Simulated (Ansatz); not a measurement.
# Cu: the cost of one run

Program: Ansatz 0.2.0. Level of theory: DFT PBE, scalar-relativistic, plane waves, PAW. These are calculated values, not measurements.

## 1. The system as given

Symmetry: P6_3/mmc, No. 194, hexagonal system. Conventional cell: a = 2.534 Å, b = 2.534 Å, c = 4.113 Å, α = 90.00°, β = 90.00°, γ = 120.00°. Cu (site symmetry -6m2) is surrounded by 12 Cu at 2.52 to 2.53 Å.

Coordinates:

```cif
data_structure
_symmetry_space_group_name_H-M 'P 1'
_symmetry_Int_Tables_number 1
_cell_length_a 2.5341
_cell_length_b 2.5341
_cell_length_c 4.1126
_cell_angle_alpha 90.000
_cell_angle_beta 90.000
_cell_angle_gamma 120.000
_cell_volume 22.87
loop_
_atom_site_label
_atom_site_type_symbol
_atom_site_fract_x
_atom_site_fract_y
_atom_site_fract_z
_atom_site_occupancy
Cu1 Cu 0.33333 0.66667 0.25000 1
Cu2 Cu 0.66667 0.33333 0.75000 1
```

The structure comes from the Materials Project (structure only).

## 2. A distortion of lower symmetry

Against the listed cell: strain xx, yy, zz, yz, xz, xy = +3.8, +0.0, +2.2, +0.0, +0.5, +0.0 %; atoms moved by 0.10 Å root mean square, at most 0.10 Å.

input.yaml reads:

```yaml
crystal:
  lattice:
    - [2.6302149565, 0.0, 0.0115554808]
    - [-1.3151074782, 2.1939995518, -0.0057777404]
    - [0.0187533238, 0.0, 4.2011557793]
  atoms:
    - { symbol: Cu, position: [0.3105500528, 0.6211001156, 0.25] }
    - { symbol: Cu, position: [0.6894499472, 0.3788998844, 0.75] }
basis:
  ecutwfc: 420
kpoints:
  mp_grid: { grid: [16, 16, 10] }
hamiltonian:
  xc: pbe
scf:
  occupations: { method: gaussian, width: 0.1 }
output:
  forces: true
  stress: true
  eigenvalues: true
```

Run with:

```console
> ansatz run input.yaml --threads 1 --pin off --max-ram 1331MiB --backend cpu --events-out ev --progress --plain --runs-dir out
```

What time and memory should one allow on 1 thread of an x86-64 CPU, shared host?

About 37 s, with a peak of 0.58 GiB.
